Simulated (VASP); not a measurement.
# SnO (P4/nmm) in VASP: further runs, part 3 of 3

VASP 6.6.1.

### 5 Band structure, PBE+D3(BJ), spin-orbit coupling, no magnetisation

The input, INCAR:

```
SYSTEM = SnO
ALGO = Fast
EDIFF = 1E-6
ENCUT = 520
GGA = PE
GGA_COMPAT = .False.
ISIF = 2
ISMEAR = 0
IVDW = 12
LASPH = .True.
LCHARG = .False.
LNONCOLLINEAR = .True.
LORBIT = 11
LREAL = .False.
LSORBIT = .True.
LWAVE = .False.
MAGMOM = 0 0 0 0 0 0 0 0 0 0 0 0
NBANDS = 56
NELM = 80
PREC = Accurate
SIGMA = 0.03
```

The input, KPOINTS:

```
k-points
0
Gamma
  6 6 4
  0 0 0
```

The input, POSCAR:

```
SnO                                     
1.0
    3.8353842621      0.0000000000      0.0000000000
    0.0000000000      3.8353842621      0.0000000000
    0.0000000000      0.0000000000      4.7280501015
  Sn              O             
     2     2
Direct
     0.5000000000000000    0.0000000000000000    0.2459635184974900
     0.0000000000000000    0.5000000000000000    0.7540364815025100
     0.0000000000000000    0.0000000000000000    0.0000000000000000
     0.5000000000000000    0.5000000000000000    0.0000000000000000
```

KPOINTS_OPT is that of step 4.

Potentials or basis: VASP PAW PBE potentials, release 64 (Sn_d, O).

Run with:

```
$ cat potpaw_PBE.64/Sn_d/POTCAR potpaw_PBE.64/O/POTCAR > POTCAR
$ mpirun -np 1 vasp_ncl > vasp.out
```

OUTCAR:

```text
SYSTEM = SnO
   EDIFF = 1E-6
   ENCUT = 520
   GGA = PE
   ISIF = 2
   ISMEAR = 0
   IVDW = 12
   LASPH = .True.
   LNONCOLLINEAR = .True.
   LORBIT = 11
   LREAL = .False.
   LSORBIT = .True.
   NELM = 80
   PREC = Accurate
 IVDW          = 12

 ion  position               nearest neighbor table
   1  0.500  0.000  0.246-   3 2.24   4 2.24   4 2.24   3 2.24   2 3.57   2 3.57   2 3.57   2 3.57
                             2 3.62   2 3.62   2 3.62   2 3.62
   2  0.000  0.500  0.754-   3 2.24   4 2.24   3 2.24   4 2.24   1 3.57   1 3.57   1 3.57   1 3.57
                             1 3.62   1 3.62   1 3.62   1 3.62
   3  0.000  0.000  0.000-   1 2.24   2 2.24   2 2.24   1 2.24
   4  0.500  0.500  0.000-   1 2.24   2 2.24   1 2.24   2 2.24

  LATTYP: Found a simple tetragonal cell.
 ALAT       =     3.8353842621
 C/A-ratio  =     1.2327448251

  Lattice vectors:

[... 1655 lines left out ...]
     0.0000000     0.0000000     0.0000000     0.0000000     0.0000000     0.0000000     0.0000000
     0.0000000     0.0000000     0.0000000     0.0000000     0.0000000     0.0000000     0.0000000

 total charge

# of ion       s       p       d       tot
------------------------------------------
    1        1.251   0.785  10.071  12.107
    2        1.251   0.785  10.071  12.107
    3        1.577   3.425   0.000   5.002
    4        1.577   3.425   0.000   5.002
--------------------------------------------------
tot          5.657   8.420  20.141  34.219

 magnetization (x)

# of ion       s       p       d       tot
------------------------------------------
    1       -0.000   0.000   0.000  -0.000
    2       -0.000   0.000   0.000  -0.000
    3        0.000   0.000   0.000   0.000
    4        0.000   0.000   0.000   0.000
--------------------------------------------------
tot          0.000   0.000   0.000   0.000

 magnetization (y)

# of ion       s       p       d       tot
------------------------------------------
    1        0.000   0.000   0.000   0.000
    2        0.000   0.000  -0.000   0.000
    3        0.000  -0.000   0.000  -0.000
    4        0.000   0.000   0.000   0.000
--------------------------------------------------
tot          0.000   0.000  -0.000   0.000

 magnetization (z)

# of ion       s       p       d       tot
------------------------------------------
    1        0.000   0.000   0.000   0.000
    2        0.000   0.000   0.000   0.000
    3       -0.000   0.000   0.000   0.000
    4       -0.000   0.000   0.000   0.000
--------------------------------------------------
tot         -0.000   0.000   0.000   0.000
```

OSZICAR:

```text
N       E                     dE             d eps       ncg     rms          rms(c)
DAV:   1     0.527169147463E+03    0.52717E+03   -0.18025E+04  3848   0.221E+03
DAV:   2     0.826479873628E+02   -0.44452E+03   -0.41208E+03  3400   0.685E+02
DAV:   3    -0.184695309824E+02   -0.10112E+03   -0.96954E+02  3768   0.231E+02
DAV:   4    -0.262166092206E+02   -0.77471E+01   -0.76468E+01  3944   0.705E+01
DAV:   5    -0.264325045019E+02   -0.21590E+00   -0.21578E+00  3656   0.126E+01    0.116E+01
RMM:   6    -0.229349812775E+02    0.34975E+01   -0.10073E+01  4259   0.158E+01    0.456E+00
RMM:   7    -0.227749002588E+02    0.16008E+00   -0.72295E-01  4453   0.684E+00    0.238E+00
RMM:   8    -0.227721577497E+02    0.27425E-02   -0.26191E-01  4635   0.357E+00    0.920E-01
RMM:   9    -0.227567739116E+02    0.15384E-01   -0.31191E-02  4567   0.117E+00    0.288E-01
RMM:  10    -0.227576271002E+02   -0.85319E-03   -0.98851E-03  4845   0.642E-01    0.149E-01
[... 45 further cycles ...]
DAV:   1     0.153377757272E+05   -0.22721E+05     2728
DAV:   2     0.634377624162E+04   -0.89940E+04     2392
DAV:   3     0.435729462552E+04   -0.19865E+04     2688
DAV:   4     0.421025378402E+04   -0.14704E+03     2752
DAV:   5     0.420620530858E+04   -0.40485E+01     2576
DAV:   6     0.420601665860E+04   -0.18865E+00     3112
DAV:   7     0.420600948696E+04   -0.71716E-02     3112
DAV:   8     0.420600942664E+04   -0.60316E-04     3144
DAV:   9     0.420600942455E+04   -0.20957E-05     1960
DAV:  10     0.420600942437E+04   -0.18278E-06     1504
```

stdout:

```text
POSCAR found type information on POSCAR SnO
 POSCAR found :  2 types and       4 ions
 scaLAPACK will be used
 LDA part: xc-table for (Slater+PW92), standard interpolation
 POSCAR, INCAR and KPOINTS ok, starting setup
 FFT: planning ... GRIDC
 FFT: planning ... GRID_SOFT
 FFT: planning ... GRID
 WAVECAR not read
 entering main loop
WARNING in EDDRMM: call to ZHEGV failed, returncode =   6  3     37
 Start KPOINTS_OPT (optional k-point list driver)
k-point batch [1-30\141]
k-point batch [31-60\141]
k-point batch [61-90\141]
k-point batch [91-120\141]
k-point batch [121-141\141]
```

It took 7.4 min on 1 thread of Intel Xeon 6975P-C (Granite Rapids), shared host; peak memory 0.49 GiB.

Results:

- Free energy: -23.7047 eV
- Pressure: 0.0 GPa
- Largest force: 0.019 eV/Å
- Valence electrons inside the program's atomic spheres: Sn 12.11; O 5.00
- Dispersion energy per atom: -0.237 eV

Forces in eV/Å, atoms in the order of the input:
```
Sn   0.000  0.000  0.019
Sn   0.000  0.000 -0.019
O    0.000  0.000  0.000
O    0.000  0.000  0.000
```

### 6 Summary

```csv
level,spin,k mesh,grid for exact exchange (PRECFOCK),screening parameter,exchange at q = 0,gap on the mesh (eV),pressure (GPa),largest force (eV/Å)
HSE06,off,4 × 4 × 4,Fast,0.2 1/A,-,0.27,-2.2,0.66
PBE0,off,4 × 4 × 4,Fast,-,truncated,0.88,-2.3,0.67
PBE+D3(BJ),off,8 × 8 × 6,-,-,-,-,0.1,-
PBE+D3(BJ),"SOC, no magnetisation",6 × 6 × 4,-,-,-,-,0.0,0.02
```

Alike in all rows: task band structure; potentials or basis VASP PAW PBE potentials, release 64 (Sn_d, O); cell as given; cutoff (eV) 520; smearing gaussian 0.03 eV.

The pressure there spans -2.3 GPa (PBE0) to 0.1 GPa (PBE+D3(BJ)); a positive pressure means that this level wants a larger cell, a negative one a smaller.

Caveats: spin-orbit coupling is left out, which moves the levels of the heavy elements (some runs); the PAW data sets were made with another functional, which shifts forces and pressure a little (some runs); pairwise dispersion overbinds metals, which lowers pressure and volume (some runs).

Absolute energies hang on the potentials; compare differences alone.
